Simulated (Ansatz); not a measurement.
**SiC under strain: Electric field gradients**

The cell is a diffraction structure from the COD, relaxed with PBE at fixed cell and then changed (z compressed by 1 %, ions relaxed).

```cif
data_structure
_symmetry_space_group_name_H-M 'P 1'
_symmetry_Int_Tables_number 1
_cell_length_a 3.0796
_cell_length_b 3.0796
_cell_length_c 14.9707
_cell_angle_alpha 90.000
_cell_angle_beta 90.000
_cell_angle_gamma 120.038
_cell_volume 122.91
loop_
_atom_site_label
_atom_site_type_symbol
_atom_site_fract_x
_atom_site_fract_y
_atom_site_fract_z
_atom_site_occupancy
Si1 Si 0.16666 0.83334 0.85754 1
Si2 Si 0.83334 0.16666 0.35754 1
Si3 Si 0.50013 0.49987 0.52434 1
Si4 Si 0.49987 0.50013 0.02434 1
Si5 Si 0.83345 0.16655 0.69103 1
Si6 Si 0.16655 0.83345 0.19103 1
C7 C 0.50019 0.49981 0.65000 1
C8 C 0.49981 0.50019 0.15000 1
C9 C 0.16661 0.83339 0.98286 1
C10 C 0.83339 0.16661 0.48286 1
C11 C 0.83340 0.16660 0.81637 1
C12 C 0.16660 0.83340 0.31637 1
```

Sites (sets of like atoms) are named by element and the number of their first atom in this list.

Level of theory: DFT, PBE, plane waves and PAW, scalar-relativistic, 420 eV cutoff, Γ-centred 16×16×3 k-points, Fermi–Dirac smearing 0.02 eV (Ansatz 0.2.0).

C_Q = eQV_zz/h, which is 24.18 MHz for Q = 1 b and V_zz = 10²¹ V/m²; η = (V_xx − V_yy)/V_zz.

| site | atoms (order as listed) | first shell | V_zz (10²¹ V/m²) | η | C_Q (MHz) |
| --- | --- | --- | --- | --- | --- |
| Si1 | 1, 2 | 4 C at 1.88 Å | 0.065 | 0.03 | – |
| Si3 | 3, 4 | 4 C at 1.88 Å | -0.24 | 0.01 | – |
| Si5 | 5, 6 | 4 C at 1.88 Å | 0.12 | 0.02 | – |
| C7 | 7, 8 | 4 Si at 1.88 Å | 0.069 | 0.19 | – |
| C9 | 9, 10 | 4 Si at 1.88 Å | -0.082 | 0.15 | – |
| C11 | 11, 12 | 4 Si at 1.88 Å | -0.12 | 0.11 | – |

Si, C have no stable isotope with a ground-state quadrupole moment in the table, so no C_Q is given.

At this changed cell the PBE pressure is 6 GPa.
